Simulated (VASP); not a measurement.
Something may be wrong with this VASP 6.6.1 calculation of Mo.

File INCAR:

```
ALGO = Fast ; EDIFF = 1E-6
EDIFFG = -0.01 ; ENCUT = 600
GGA = RE ; IBRION = 2
ISIF = 3 ; ISMEAR = -1
LASPH = True ; LCHARG = False
LREAL = False ; LWAVE = False
NELM = 68 ; NSW = 3
PREC = Accurate ; SIGMA = 0.05
```

Contents of KPOINTS:

```
k-points
0
Gamma
  12 12 12
```

File POSCAR:

```
Mo
1.0
   -1.5838089719      1.5838089719      1.5838089719
    1.5838089719     -1.5838089719      1.5838089719
    1.5838089719      1.5838089719     -1.5838089719
Mo
1
Direct
    0.0000000000      0.0000000000      0.0000000000
```

Potentials or basis: VASP PAW PBE potentials, release 64 (Mo_sv).

The run is started by

```bash
$ cat potpaw_PBE.64/Mo_sv/POTCAR > POTCAR
$ mpirun -np 1 vasp_std > vasp.out
```

OUTCAR:

```text
EDIFF = 1E-6
   EDIFFG = -0.01
   ENCUT = 600
   GGA = RE
   IBRION = 2
   ISIF = 3
   ISMEAR = -1
   LASPH = True
   LREAL = False
   NELM = 68
   NSW = 3
   PREC = Accurate

 ion  position               nearest neighbor table
   1  0.000  0.000  0.000-

  LATTYP: Found a body centered cubic cell.
 ALAT       =     3.1676179438

  Lattice vectors:

 A1 = (  -1.5838089719,   1.5838089719,   1.5838089719)
 A2 = (   1.5838089719,  -1.5838089719,   1.5838089719)
 A3 = (   1.5838089719,   1.5838089719,  -1.5838089719)

Analysis of symmetry for initial positions (statically):
=====================================================================
[... 262 lines left out ...]
  band No.  band energies     occupation
      1     -48.9735      2.00000
      2     -22.2862      2.00000
      3     -22.2862      2.00000
      4     -22.2862      2.00000
      5       5.1639      2.00000
      6      10.9931      2.00000
      7      10.9931      2.00000
      8      10.9931      2.00000
      9      13.9477      0.00000
     10      13.9477      0.00000
     11      27.1133      0.00000
[... 309 lines left out ...]
 k-point    24 :       0.4167    0.0833    0.0833
  band No.  band energies     occupation
      1     -48.7253      2.00000
      2     -23.5100      2.00000
      3     -22.7668      2.00000
      4     -22.3836      2.00000
      5       7.6823      2.00000
      6       9.0034      2.00000
      7      12.5964      0.00322
      8      14.1229      0.00000
      9      14.6056      0.00000
     10      18.5070      0.00000
     11      23.1177      0.00000

 [... further k-points ...]

------------------------ aborting loop because EDIFF is reached ----------------------------------------

  FORCE on cell =-STRESS in cart. coord.  units (eV):
  Direction    XX          YY          ZZ          XY          YZ          ZX
  --------------------------------------------------------------------------------------
  -------------------------------------------------------------------------------------
  Total        0.0273766      0.0273766      0.0273766      0.0000000     -0.0000000     -0.0000000
  in kB        2.7491964      2.7491964      2.7491964      0.0000000     -0.0000000     -0.0000000
  external PRESSURE =       2.7491964 kB  Pullay stress =       0.0000000 kB
[... 16 lines left out ...]
  FREE ENERGIE OF THE ION-ELECTRON SYSTEM (eV)
  ---------------------------------------------------
  free  energy   TOTEN  =       -10.4994043169 eV

  energy  without entropy=      -10.4968039710  energy(sigma->0) =      -10.49810414
```

On the terminal:

```text
POSCAR found type information on POSCAR Mo
 POSCAR found :  1 types and       1 ions
[... 24 lines left out ...]
 ZBRENT: interpolating
 opt :   0.3346  next Energy=   -10.499417 (dE=-0.199E-03)
```

Problem. Diagnose the run.

Solution. The calculation stopped without meeting its thresholds. The input holds a flaw that was put in on purpose: too few ionic steps (NSW = 3).
